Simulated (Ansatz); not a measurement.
# TaS2 under changes of volume

One of the cells (18.984 Å³/atom); the others are scaled copies at fixed shape and fractional positions:

```
Ta S
1.0
     3.35000    0.00000    0.00000
    -1.67500    2.90119    0.00000
     0.00000    0.00000    5.86000
Ta S
1 2
Direct
  0.00000 0.00000 0.00000
  0.66667 0.33333 0.75000
  0.33333 0.66667 0.25000
```

* Program: Ansatz 0.2.0
* Functional: PBE
* Potentials or basis: Ansatz PAW earlier set
* Cutoff: 640 eV
* Density cutoff: 2560 eV
* k mesh: 9 × 9 × 5
* Occupations: fermi-dirac, width 0.05 eV
* Spin: no spin polarisation

```tsv
volume (Å³/atom)	energy over the lowest point (meV/atom)	pressure (GPa)	largest force (eV/Å)
17.845	?	?	?
18.225	93.85	16.2	1.980
18.605	60.02	12.5	1.594
18.984	34.44	9.2	1.233
19.364	16.37	6.2	0.897
19.744	5.10	3.4	0.583
20.123	0.00	0.9	0.289
```

**Question.** What does the run at 17.845 Å³/atom give?

**Answer.** Energy over the lowest point 136.79 meV/atom; pressure 20.2 GPa; largest force 2.396 eV/Å.

Worked out: A Birch-Murnaghan fit of order 3 (a polynomial in V^(-2/3)) to the other rows has its minimum at 20.27 Å³/atom, just outside them, with B0 = V·E''(V) = 122 GPa and B' = 4.1 at fixed shape and positions, which overstates the stiffness. It gives 136.85 meV/atom at 17.845 Å³/atom, against the run's 136.79, and -dE/dV = 20.2 GPa, against 20.2.

Energies are extrapolated to zero smearing.

Caveats: this functional lacks dispersion, which binds the layers, so the pressure and a relaxed spacing across them are unreliable; forces of over 1 eV/Å show positions far from the minimum, so gaps and moduli don't describe the material at rest (some runs).
